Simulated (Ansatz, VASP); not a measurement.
**One calculation of ZnSe, two programs**

```xyz
2
Lattice="0.0000 2.8052 2.8052 2.8052 0.0000 2.8052 2.8052 2.8052 0.0000" Properties=species:S:1:pos:R:3 pbc="T T T"
Zn    0.0000    0.0000    0.0000
Se    4.2078    4.2078    4.2078
```

Change from the starting cell: volume scaled by 0.97.

Alike in both runs: task single point; functional PBE; k mesh 8 × 8 × 8; occupations fermi-dirac, width 0.03 eV; no spin polarisation.

|  | VASP | Ansatz |
| --- | --- | --- |
| version | VASP 6.6.1 | Ansatz 0.2.0 |
| potentials or method | VASP PAW PBE potentials, release 64 (Zn, Se), cutoff 520 eV | all-electron LAPW, scalar-relativistic |

```tsv
	VASP	Ansatz	Ansatz less VASP
gap on the k mesh at the Fermi level (eV)	1.41	1.41	-0.001
pressure (GPa)	4.5	4.3	-0.25
```

Ansatz ran all-electron here, so the differences hold the error of VASP's frozen core and of both bases.
